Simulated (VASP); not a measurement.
Wanted: an ASE script for a VASP 6.6.1 run.

* Task: single point
* Functional: PBEsol
* Dispersion: D3(BJ)
* Potentials or basis: VASP PAW PBE potentials, release 64 (Ho_3), 4f in core
* Cutoff: 520 eV
* k mesh: 9 × 9 × 9
* Occupations: methfessel-paxton, width 0.2 eV
* Spin: collinear spin, zero start
* Starting moments: [0.0] μB
* Hubbard terms: Ho f U = 5 eV, J = 0.5 eV
* LDAUTYPE: 2
* Hund's J: 0.5
* Further INCAR settings: ALGO = Fast; EDIFF = 1.00e-06; NBANDS = 14

The structure of Ho lies in POSCAR:

```
Ho
1.0
    0.0000000000      2.4942453452      2.4942453452
    2.4942453452      0.0000000000      2.4942453452
    2.4942453452      2.4942453452      0.0000000000
Ho
1
Direct
    0.0000000000      0.0000000000      0.0000000000
```

This isn't the form of Ho at room conditions, which is hcp.

One way to write it, as run:

run.py

```python
from ase.calculators.vasp import Vasp
from ase.dft.bandgap import bandgap
from ase.io import read

atoms = read('POSCAR')
calc = Vasp(
    directory='calc',
    xc='pbesol',
    pp='PBE',
    setups='recommended',
    prec='Accurate',
    encut=520,
    ediff=1e-06,
    ismear=1,
    sigma=0.2,
    lreal=False,
    lasph=True,
    nelm=100,
    algo='Fast',
    isif=2,
    lwave=False,
    lcharg=False,
    ispin=2,
    lorbit=11,
    lmaxmix=6,
    ldautype=2,
    ldauprint=1,
    ivdw=12,
    ldau_luj={'Ho': {'L': 3, 'U': 5, 'J': 0.5}},
    kpts=[9, 9, 9],
    gamma=True,
    nbands=14,
)
atoms.calc = calc

print('energy (eV):', atoms.get_potential_energy())
print('free energy (eV):', atoms.get_potential_energy(force_consistent=True))
print('forces (eV/A):')
print(atoms.get_forces())
print('stress (eV/A^3, Voigt):', atoms.get_stress())
print('Fermi level (eV):', calc.get_fermi_level())
print('moment (muB):', atoms.get_magnetic_moment())
print('site moments (muB):', atoms.get_magnetic_moments())
gap, top, bottom = bandgap(calc)
print('band gap (eV):', gap, 'from (spin, k, band)', top, 'to', bottom)
```

Potentials or basis: VASP PAW PBE potentials, release 64 (Ho_3), 4f in core.

The run is started by

```sh
$ python run.py
```

It gave:

* Pressure: -4.7 GPa
* Band gap on the k mesh: none (metal or under the smearing width)
* Net moment: 0.00 μB per cell
* Valence electrons inside the program's atomic spheres: Ho 8.02
* Dispersion energy per atom: -0.400 eV

Caveat: the magnetic or orbital state may not be the lowest; U is put on an f shell that these potentials keep in the core, so it has next to no effect; the PAW data sets were made with another functional, which shifts forces and pressure a little; spin-orbit coupling is left out, which moves the levels of the heavy elements; the 4f electrons are frozen in the core as for a trivalent ion, so they carry no moment and show no levels; pairwise dispersion overbinds metals, which lowers pressure and volume.

Run time: 33 s on 1 thread of Intel(R) Xeon(R) Platinum 8488C (Sapphire Rapids), on a shared host, peak memory 0.19 GiB.
